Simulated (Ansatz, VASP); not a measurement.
## W: VASP beside Ansatz

```xyz
1
Lattice="-1.5610 1.5610 1.5610 1.5610 -1.5610 1.5610 1.5610 1.5610 -1.5610" Properties=species:S:1:pos:R:3 pbc="T T T"
W     0.0000    0.0000    0.0000
```

Alike in both runs: task single point; functional PBE; dispersion D4; k mesh 12 × 12 × 12; occupations fermi-dirac, width 0.05 eV; no spin polarisation.

|  | VASP | Ansatz |
| --- | --- | --- |
| version | VASP 6.6.1 | Ansatz 0.2.0 |
| potentials or method | VASP PAW PBE potentials, release 64 (W_sv) | Ansatz PAW |
| plane-wave cutoff (eV) | 520 | 420 |
| valence electrons in the cell | 14 | 14 |

VASP gave:

| Quantity | Value |
| --- | --- |
| gap on the k mesh at the Fermi level (eV) | none |
| pressure (GPa) | 13.5 |
| dispersion energy (meV/atom) | -750.1 |

Question: Which values does Ansatz return?

Answer: gap on the k mesh at the Fermi level (eV): none; pressure (GPa): 12.7; dispersion energy (meV/atom): -750.1.

A gap of «none» marks a metal or a gap that the smearing closes.

Caveats: pairwise dispersion overbinds metals, which lowers pressure and volume. Spin-orbit coupling is left out, which matters for the levels of W.
